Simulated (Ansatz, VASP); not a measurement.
One calculation of CuAu, two programs

Contents of INCAR:

```
SYSTEM = CuAu
PREC = Accurate ; ENCUT = 520
EDIFF = 1E-6 ; ISMEAR = 0
SIGMA = 0.1 ; LREAL = .False.
LASPH = .True. ; NELM = 100
ALGO = Fast ; ISIF = 2
LWAVE = .False. ; LCHARG = .True.
GGA = CA ; LELF = .True.
LVHAR = .True. ; NBANDS = 18
```

KPOINTS

```
regular mesh
0
Gamma
  16 16 12
  0 0 0
```

File POSCAR:

```
CuAu
1.0
    2.7797000000      0.0000000000      0.0000000000
    0.0000000000      2.7797000000      0.0000000000
    0.0000000000      0.0000000000      3.6433925000
Cu Au
1 1
Direct
    0.5000000000      0.5000000000      0.5000000000
    0.0000000000      0.0000000000      0.0000000000
```

Input for Ansatz:

```yaml
crystal:
  lattice:
    - [2.7797, 0.0, 0.0]
    - [0.0, 2.7797, 0.0]
    - [0.0, 0.0, 3.6433925]
  atoms:
    - { symbol: Cu, position: [0.5, 0.5, 0.5] }
    - { symbol: Au, position: [0.0, 0.0, 0.0] }
basis:
  ecutwfc: 420
kpoints:
  mp_grid: { grid: [16, 16, 12] }
hamiltonian:
  xc: lda
scf:
  occupations: { method: gaussian, width: 0.1 }
output:
  forces: true
  stress: true
  eigenvalues: true
```

Alike in both runs: task single point; functional LDA; k mesh 16 × 16 × 12; occupations gaussian, width 0.1 eV; no spin polarisation.

|  | VASP | Ansatz |
| --- | --- | --- |
| version | VASP 6.6.1 | Ansatz 0.2.0 |
| potentials or method | VASP PAW LDA potentials, release 64 (Cu, Au) | scalar-relativistic, plane waves, PAW |
| plane-wave cutoff (eV) | 520 | 420 |
| valence electrons in the cell | 22 | 38 |

```tsv
	VASP	Ansatz	Ansatz less VASP
gap on the k mesh at the Fermi level (eV)	none	none	-
pressure (GPa)	-3.9	-3.7	+0.24
largest component of the traceless stress (GPa)	0.83	0.84	+0.010
```

A gap of «none» marks a metal or a gap that the smearing closes. The two sets of potentials don't hold the same shells in valence.

The runs have no spin-orbit coupling, so splittings on Au are missing.
